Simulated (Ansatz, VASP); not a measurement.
# Ca: VASP beside Ansatz

Contents of INCAR:

```
PREC = Accurate ; ENCUT = 520
EDIFF = 1E-7 ; ISMEAR = -1
SIGMA = 0.05 ; LREAL = F
LASPH = T ; NELM = 100
ALGO = Fast ; ISIF = 2
LWAVE = F ; LCHARG = T
GGA = PE ; LELF = T
LVHAR = T ; NBANDS = 17
```

Contents of KPOINTS:

```
Automatic mesh
0
Gamma
  8 8 4
```

The input POSCAR:

```
Ca
1.0
    3.9532877857      0.0000000000      0.0000000000
   -1.9766438929      3.4236476510      0.0000000000
    0.0000000000      0.0000000000      6.4762402922
Ca
2
Direct
    0.6666666667      0.3333333333      0.7500000000
    0.3333333333      0.6666666667      0.2500000000
```

input.yaml

```yaml
crystal:
  lattice:
    - [3.9532877857, 0.0, 0.0]
    - [-1.9766438929, 3.423647651, 0.0]
    - [0.0, 0.0, 6.4762402922]
  atoms:
    - { symbol: Ca, position: [0.6666666667, 0.3333333333, 0.75] }
    - { symbol: Ca, position: [0.3333333333, 0.6666666667, 0.25] }
kpoints:
  mp_grid: { grid: [8, 8, 4] }
scf:
  occupations: { method: fermi_dirac, width: 0.05 }
hamiltonian:
  xc: pbe
  pseudopotentials: { kind: all_electron, lapw: { basis_error: 0.0005 } }
output:
  forces: true
  stress: true
  eigenvalues: true
```

Change from the starting cell: volume scaled by 0.98.

Alike in both runs: task single point; functional PBE; k mesh 8 × 8 × 4; occupations fermi-dirac, width 0.05 eV; no spin polarisation.

|  | VASP | Ansatz |
| --- | --- | --- |
| version | VASP 6.6.1 | Ansatz 0.2.0 |
| potentials or method | VASP PAW PBE potentials, release 64 (Ca_sv) | all-electron LAPW, scalar-relativistic |
| plane-wave cutoff (eV) | 520 | see its input |

```tsv
	VASP	Ansatz	Ansatz less VASP
gap on the k mesh at the Fermi level (eV)	none	none	-
pressure (GPa)	-0.5	-0.5	0.00
largest component of the traceless stress (GPa)	0.20	0.20	-0.002
```

A gap of «none» marks a metal or a gap that the smearing closes. Ansatz ran all-electron here, so the differences hold the error of VASP's frozen core and of both bases.
